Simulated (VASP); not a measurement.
# W (Im-3m) in VASP: single point with PBE

Aim: the single point of W with PBE.

Everything below comes from runs of VASP 6.6.1. Logs are shortened: lines on timing, memory, paths and dates and some standing lists are left out, and cuts for length are marked.

### 1 The crystal as given

Symmetry: Im-3m, No. 229, cubic system. The conventional cell has a = 3.185 Å, b = 3.185 Å, c = 3.185 Å, α = 90.00°, β = 90.00°, γ = 90.00°. Around W (site symmetry m-3m) lie 8 W at 2.76 Å.

### 2 Single point, PBE

Input file INCAR:

```
PREC = Accurate
ENCUT = 520
EDIFF = 1E-6
ISMEAR = 1
SIGMA = 0.1
LREAL = False
LASPH = True
NELM = 80
ALGO = Normal
ISIF = 2
LWAVE = False
LCHARG = False
GGA = PE
NBANDS = 13
ICORELEVEL = 1
```

Input file KPOINTS:

```
regular mesh
0
Gamma
  13 8 52
```

Input file POSCAR:

```
W
1.0
    3.1846120000      0.0000000000      0.0000000000
   -1.5923060000      5.0353136900      0.0000000000
    1.5923060000     -2.0141254800      1.0070627400
W
1
Direct
    0.0000000000      0.0000000000      0.0000000000
```

Potentials or basis: VASP PAW PBE potentials, release 64 (W_sv).

Run with:

```
> cat potpaw_PBE.64/W_sv/POTCAR > POTCAR
> mpirun -np 1 vasp_std > vasp.out
```

OUTCAR:

```text
PREC = Accurate
   ENCUT = 520
   EDIFF = 1E-6
   ISMEAR = 1
   LREAL = False
   LASPH = True
   NELM = 80
   ISIF = 2
   GGA = PE

 ion  position               nearest neighbor table
   1  0.000  0.000  0.000-

  LATTYP: Found a body centered cubic cell.
 ALAT       =     3.1846120034

  Lattice vectors:

 A1 = (  -1.5923060000,   2.0141254800,  -1.0070627400)
 A2 = (  -1.5923060000,  -2.0141254800,   1.0070627400)
 A3 = (   1.5923060000,   1.0070627300,   2.0141254800)

Analysis of symmetry for initial positions (statically):
=====================================================================
 Subroutine PRICEL returns:
 Original cell was already a primitive cell.

 Routine SETGRP: Setting up the symmetry group for a
 body centered cubic supercell.

 Subroutine GETGRP returns: Found 48 space group operations
 (whereof 48 operations were pure point group operations)
 out of a pool of 48 trial point group operations.

The static configuration has the point symmetry O_h .

Analysis of symmetry for dynamics (positions and initial velocities):
=====================================================================
 Subroutine PRICEL returns:
 Original cell was already a primitive cell.

 Routine SETGRP: Setting up the symmetry group for a
 body centered cubic supercell.

 Subroutine GETGRP returns: Found 48 space group operations
 (whereof 48 operations were pure point group operations)
 out of a pool of 48 trial point group operations.

The dynamic configuration has the point symmetry O_h .

 Subroutine INISYM returns: Found 48 space group operations
 (whereof 48 operations are pure point group operations),
 and found     1 'primitive' translations

----------------------------------------------------------------------------------------

                                     Primitive cell

  volume of cell :      16.1488

  direct lattice vectors                    reciprocal lattice vectors
     3.184612000  0.000000000  0.000000000     0.314009996  0.099298679 -0.297896037
    -1.592306000  5.035313690  0.000000000     0.000000000  0.198597359  0.397194718
     1.592306000 -2.014125480  1.007062740     0.000000000  0.000000000  0.992986792

  length of vectors
     3.184612000  5.281081552  2.757954896     0.444077194  0.444077195  0.992986792

  position of ions in fractional coordinates (direct lattice)
     0.000000000  0.000000000  0.000000000

  ion indices of the primitive-cell ions
   primitive index   ion index
                 1           1

----------------------------------------------------------------------------------------

 KPOINTS: regular mesh

Automatic generation of k-mesh.
 Grid dimensions read from file:
 generate k-points for:   13    8   52

 Generating k-lattice:

  Cartesian coordinates                     Fractional coordinates (reciprocal lattice)
     0.024154615  0.007638360 -0.022915080     0.076923077  0.000000000  0.000000000
     0.000000000  0.024824670  0.049649340     0.000000000  0.125000000  0.000000000
     0.000000000  0.000000000  0.019095900     0.000000000  0.000000000  0.019230769

  Length of vectors
     0.034159784  0.055509649  0.019095900

  Shift w.r.t. Gamma in fractional coordinates (k-lattice)
     0.000000000  0.000000000  0.000000000

 -----------------------------------------------------------------------------
|                                                                             |
|           W    W    AA    RRRRR   N    N  II  N    N   GGGG   !!!           |
|           W    W   A  A   R    R  NN   N  II  NN   N  G    G  !!!           |
|           W    W  A    A  R    R  N N  N  II  N N  N  G       !!!           |
|           W WW W  AAAAAA  RRRRR   N  N N  II  N  N N  G  GGG   !            |
|           WW  WW  A    A  R   R   N   NN  II  N   NN  G    G                |
|           W    W  A    A  R    R  N    N  II  N    N   GGGG   !!!           |
|                                                                             |
|     Your reciprocal lattice and k-lattice belong to different lattice       |
|     classes:                                                                |
|                                                                             |
|        The reciprocal lattice is face-centered cubic,                       |
|        whereas your k-lattice is triclinic.                                 |
|                                                                             |
|     Results are often still useful ...                                      |
|                                                                             |
 -----------------------------------------------------------------------------

 WARNING: IBZKPT: internal override: KBLOWUP is changed to .FALSE.
      ... skipping the blow-up phase ...

 Subroutine IBZKPT returns following result:
 ===========================================

 Found   2256 irreducible k-points:

 Following reciprocal coordinates:
            Coordinates               Weight
  0.000000  0.000000  0.000000      1.000000
  0.076923  0.000000  0.000000      2.000000
  0.153846  0.000000 -0.000000      2.000000
  0.230769 -0.000000  0.000000      2.000000
  0.307692  0.000000 -0.000000      2.000000
  0.384615  0.000000 -0.000000      2.000000
[... 16 lines left out ...]
  0.153846  0.250000 -0.000000      4.000000
  0.230769  0.250000  0.000000      4.000000
 [... further k-points ...]
   k-points           NKPTS =   2256   k-points in BZ     NKDIM =   2256   number of bands    NBANDS=     13
   number of dos      NEDOS =    301   number of ions     NIONS =      1
   total plane-waves  NPLWV =  23040
   dimension x,y,z NGX =    24 NGY =   40 NGZ =   24
   dimension x,y,z NGXF=    48 NGYF=   80 NGZF=   48
   ions per type =               1
   NGX,Y,Z   is equivalent  to a cutoff of  12.53, 12.59, 14.47 a.u.
   NGXF,Y,Z  is equivalent  to a cutoff of  25.06, 25.18, 28.93 a.u.
 SYSTEM =  unknown system
   PREC   = accura    normal or accurate (medium, high low for compatibility)
   ISTART =      0    job   : 0-new  1-cont  2-samecut
   ICHARG =      2    charge: 1-file 2-atom 10-const
   ISPIN  =      1    spin polarized calculation?
   LNONCOLLINEAR =      F non collinear calculations
   LSORBIT =      F    spin-orbit coupling
   LASPH  =      T    aspherical Exc in radial PAW
   ENCUT  =  520.0 eV  38.22 Ry    6.18 a.u.   5.92  9.82  5.13*2*pi/ulx,y,z
   NELM   =     80;   NELMIN=  2; NELMDL= -5     # of ELM steps
   EDIFF  = 0.1E-05   stopping-criterion for ELM
   LREAL  =      F    real-space projection
   EDIFFG = 0.1E-04   stopping-criterion for IOM
   NSW    =      0    number of steps for IOM
   IBRION =     -1    ionic relax: 0-MD 1-quasi-New 2-CG
   NFREE  =      0    steps in history (QN), initial steepest desc. (CG)
   ISIF   =      2    stress and relaxation
   ISYM   =      2    0-nonsym 1-usesym 2-fastsym
   POTIM  = 0.5000    time-step for ionic-motion
   TEBEG  =    0.0;   TEEND  =   0.0 temperature during run
   PSTRESS=    0.0 pullay stress
   NELECT =      14.0000    total number of electrons
   NUPDOWN=      -1.0000    fix difference up-down
   EMIN   =  10.00;   EMAX   =-10.00  energy-range for DOS
   EFERMI =   0.00;   METHOD = LEGACY
   ISMEAR =     1;   SIGMA  =   0.10  broadening in eV -4-tet -1-fermi 0-gaus
   EFERMI_NEDOS =   21; number of points for ismear=-14 and -15
   IALGO  =     38    algorithm
   IMIX   =      4    mixing-type and parameters
     AMIX     =   0.40;   BMIX     =  1.00
     AMIX_MAG =   1.60;   BMIX_MAG =  1.00
  volume/ion in A,a.u.               =      16.15       108.98
  Fermi-wavevector in a.u.,A,eV,Ry     =   1.561005  2.949872 33.153817  2.436737
  Thomas-Fermi vector in A             =   2.664134
   LORBIT       =      0    0 simple, 1 ext, 2 COOP (PROOUT), +10 PAW based schemes
   GGA     = PE    functional components
   LHFCALC =     F    Hartree Fock is set to
   AEXX    =    0.0000 exact exchange contribution
   IVDW    =     0    specifies the selected vdW correction
   LEPSILON=     F    determine dielectric tensor
   LRPA    =     F    only Hartree local field effects (RPA)
 non-spin polarized calculation
 Methfessel and Paxton  Order N= 1 SIGMA  =   0.10
  energy-cutoff  :      520.00
  volume of cell :       16.15
 maximum number of plane-waves:       466
   NGX = 11   NGY = 19   NGZ = 11

 number of electron      14.0000001 magnetization

 Free energy of the ion-electron system (eV)
  ---------------------------------------------------
  ext. energy  EPLUGINS =         0.00000000
  ---------------------------------------------------
  free energy    TOTEN  =       -12.95481168 eV

  energy without entropy =      -12.95479725  energy(sigma->0) =      -12.95480687

 the core state eigenenergies are
   1-  1s -69451.9623  2s -11972.5253  2p -10466.1305  3s  -2745.1343  3p  -2299.2475
       3d  -1787.2076  4s   -553.6007  4p   -407.3891  4d   -222.2722  4f    -17.1770

 E-fermi :  11.2136     XC(G=0): -13.5361

 val. band max:       11.2125135256   @ k =   0.0769  -0.1250   0.1731
 cond. band min:      11.2152767456   @ k =  -0.2308  -0.1250   0.3077
 fundamental gap:      0.0027632199
 Fermi energy:        11.2136306365

 k-point     1 :       0.0000    0.0000    0.0000
  band No.  band energies     occupation
      1     -63.0328      2.00000
      2     -26.6213      2.00000
      3     -26.6213      2.00000
      4     -26.6213      2.00000
      5       1.6426      2.00000
      6       9.9778      2.00000
      7       9.9778      2.00000
      8       9.9778      2.00000
      9      13.3937      0.00000
     10      13.3937      0.00000
     11      25.6512      0.00000
     12      25.6512      0.00000
     13      25.6512      0.00000

 k-point     2 :       0.0769    0.0000    0.0000
  band No.  band energies     occupation
      1     -63.0258      2.00000
      2     -26.6960      2.00000
      3     -26.6447      2.00000
      4     -26.6216      2.00000
      5       1.9213      2.00000
      6       9.8101      2.00000
      7       9.9358      2.00000
      8      10.2472      2.00000
      9      13.1384     -0.00000
     10      13.3965      0.00000
     11      25.8823      0.00000
     12      26.1262      0.00000
     13      26.3120      0.00000

 k-point     3 :       0.1538    0.0000   -0.0000
  band No.  band energies     occupation
      1     -63.0064      2.00000
      2     -26.8991      2.00000
      3     -26.7091      2.00000
      4     -26.6226      2.00000
      5       2.6972      2.00000
      6       9.3780      2.00000
      7       9.7323      2.00000
      8      11.0383      2.03258
      9      12.7493     -0.00000
     10      13.4283      0.00000
     11      26.3193      0.00000
     12      27.4742      0.00000
     13      27.6949      0.00000
[... 305 lines left out ...]
 k-point    23 :       0.1538    0.2500   -0.0000
  band No.  band energies     occupation
      1     -62.9834      2.00000
      2     -27.1206      2.00000
      3     -26.7599      2.00000
      4     -26.6590      2.00000
      5       3.6282      2.00000
      6       9.0383      2.00000
      7       9.2351      2.00000
      8      12.1903     -0.00000
      9      12.4314     -0.00000
     10      13.7124      0.00000
     11      26.7989      0.00000
     12      27.6843      0.00000
     13      28.7268      0.00000

 k-point    24 :       0.2308    0.2500    0.0000
  band No.  band energies     occupation
      1     -62.9749      2.00000
      2     -27.2148      2.00000
      3     -26.8105      2.00000
      4     -26.6259      2.00000
      5       3.9046      2.00000
      6       8.7655      2.00000
      7       9.3645      2.00000
      8      12.4983     -0.00000
      9      12.7348     -0.00000
     10      13.5739      0.00000
     11      25.9791      0.00000
     12      27.6594      0.00000
     13      29.7773      0.00000

 [... further k-points ...]

------------------------ aborting loop because EDIFF is reached ----------------------------------------

  FORCE on cell =-STRESS in cart. coord.  units (eV):
  Direction    XX          YY          ZZ          XY          YZ          ZX
  --------------------------------------------------------------------------------------
  -------------------------------------------------------------------------------------
  Total        0.0191457      0.0191457      0.0191458     -0.0000000     -0.0000000     -0.0000000
  in kB        1.8995178      1.8995178      1.8995179     -0.0000000     -0.0000000     -0.0000000
  external PRESSURE =       1.8995179 kB  Pullay stress =       0.0000000 kB

 VOLUME and BASIS-vectors are now :
 -----------------------------------------------------------------------------
  energy-cutoff  :      520.00
  volume of cell :       16.15
      direct lattice vectors                 reciprocal lattice vectors
     3.184612000  0.000000000  0.000000000     0.314009996  0.099298679 -0.297896037
    -1.592306000  5.035313690  0.000000000     0.000000000  0.198597359  0.397194718
     1.592306000 -2.014125480  1.007062740     0.000000000  0.000000000  0.992986792

 POSITION                                       TOTAL-FORCE (eV/Angst)
 -----------------------------------------------------------------------------------
      0.00000      0.00000      0.00000        -0.000000      0.000000      0.000000
 -----------------------------------------------------------------------------------
    total drift:                                0.000000      0.000000     -0.000000

  FREE ENERGIE OF THE ION-ELECTRON SYSTEM (eV)
  ---------------------------------------------------
  free  energy   TOTEN  =       -12.9548116760 eV

  energy  without entropy=      -12.9547972487  energy(sigma->0) =      -12.95480687
```

Wall time 5.6 min (1 thread of Intel Xeon Platinum 8488C (Sapphire Rapids), shared host); peak memory 0.57 GiB.

Results:

```yaml
Free_energy: -12.9548 eV
Pressure: 0.2 GPa
Band_gap_on_the_k_mesh: none (metal or under the smearing width)
```

Core levels (eV, on the scale of the bands):
| atom | levels |
| --- | --- |
| 1 W | 1s -69452.0, 2s -11972.5, 2p -10466.1, 3s -2745.1, 3p -2299.2, 3d -1787.2, 4s -553.6, 4p -407.4, 4d -222.3, 4f -17.2 |

Spin-orbit coupling is left out, which matters for the levels of W.
